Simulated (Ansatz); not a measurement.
**SiNi: vacancies and the chemical potential**

Method: Ansatz, DFT PBE, scalar-relativistic, plane waves, PAW.

Cutoff 420 eV; k points 7×7×7 on the computed 15-atom cell (Γ-centred); Gaussian smearing, width 0.10 eV; no spin polarisation.

The ordered crystal (Pmmn, 11.72 Å³/atom, no gap on the mesh), relaxed at this level:

```cif
data_structure
_symmetry_space_group_name_H-M 'Pmmn:1'
_symmetry_Int_Tables_number 59
_cell_length_a 3.0553
_cell_length_b 3.2583
_cell_length_c 4.7094
_cell_angle_alpha 90.000
_cell_angle_beta 90.000
_cell_angle_gamma 90.000
_cell_volume 46.88
loop_
_atom_site_label
_atom_site_type_symbol
_atom_site_symmetry_multiplicity
_atom_site_Wyckoff_symbol
_atom_site_fract_x
_atom_site_fract_y
_atom_site_fract_z
_atom_site_occupancy
Si1 Si 2 a 0.50000 0.50000 0.84318 1
Ni1 Ni 2 a 0.50000 0.50000 0.34231 1
```

The crystal stands on its own mesh of 14×12×10. The changed cells were relaxed on coarser meshes and computed once more on meshes like the one named, which can leave forces up to 0.25 eV/Å.

The crystal forms from the elements' standard states with -0.454 eV/atom, or -0.91 eV per Si. From a supercell of 16 atoms neutral Si atoms were removed at random and the cells relaxed:

```json
{"Si removed": "1", "energy a vacancy, Si-rich (eV)": "1.40", "volume / perfect": "0.959", "gap on mesh (eV)": "0.00"}
{"Si removed": "2", "energy a vacancy, Si-rich (eV)": "1.47", "volume / perfect": "0.917", "gap on mesh (eV)": "0.00"}
```

Task: Over what range can the formation energy of the neutral Si vacancy move?

Result: With k vacancies in the cell, E_v = [E(defect cell) − E(perfect cell)]/k + μ(Si). With μ counted from the standard state, the compound is stable against the two elements for -0.91 eV ≤ Δμ ≤ 0, so for the most dilute cell E_v runs from 1.40 eV (Si-rich) to 1.40 − 0.91 = 0.49 eV (Ni-rich). At 1000 K the site fraction 1/[1 + exp(E_v/k_BT)] spans 8e-8 to 3e-3. Other phases of the two elements can narrow the range. Vacancies of Ni, antisites and interstitials weren't computed and can be far cheaper. Even the most dilute cell lacks 12.5 % of its Si, far from an isolated defect.

With 2 vacancies the cost is 1.47 eV each against 1.40 eV: in these draws vacancies change each other's cost by 0.15 eV each at most.

Cost: 5 runs of about 37 core-minutes in all (earlier runs that led there not counted), on Arm Neoverse V2 (shared hosts).